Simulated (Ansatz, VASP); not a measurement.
## NaCl in VASP and in Ansatz

```
CELL_PARAMETERS angstrom
3.19944 0.00000 0.00000
0.00000 3.19944 0.00000
0.00000 0.00000 3.19944
ATOMIC_POSITIONS crystal
Na 0.00000 0.00000 0.00000
Cl 0.50000 0.50000 0.50000
```

Alike in both runs: task single point; functional PBEsol; k mesh 8 × 8 × 8; occupations gaussian, width 0.05 eV; no spin polarisation.

```csv
,VASP,Ansatz
version,VASP 6.6.1,Ansatz 0.2.0
potentials or method,"VASP PAW PBE potentials, release 64 (Na_pv, Cl)","scalar-relativistic, plane waves, PAW"
plane-wave cutoff (eV),520,420
valence electrons in the cell,14,16
```

|  | VASP | Ansatz | Ansatz less VASP |
| --- | --- | --- | --- |
| gap on the k mesh at the Fermi level (eV) | 4.92 | 4.93 | +0.004 |
| least direct gap on the mesh (eV) | 5.17 | 5.14 | -0.029 |
| pressure (GPa) | 10.9 | 10.8 | -0.08 |

The two sets of potentials don't hold the same shells in valence.

Caveats: the PAW data sets were made with another functional, which shifts forces and pressure a little (VASP). A hybrid or GW would open this gap; PBEsol tends to underestimate it. A k mesh can miss the band edges.
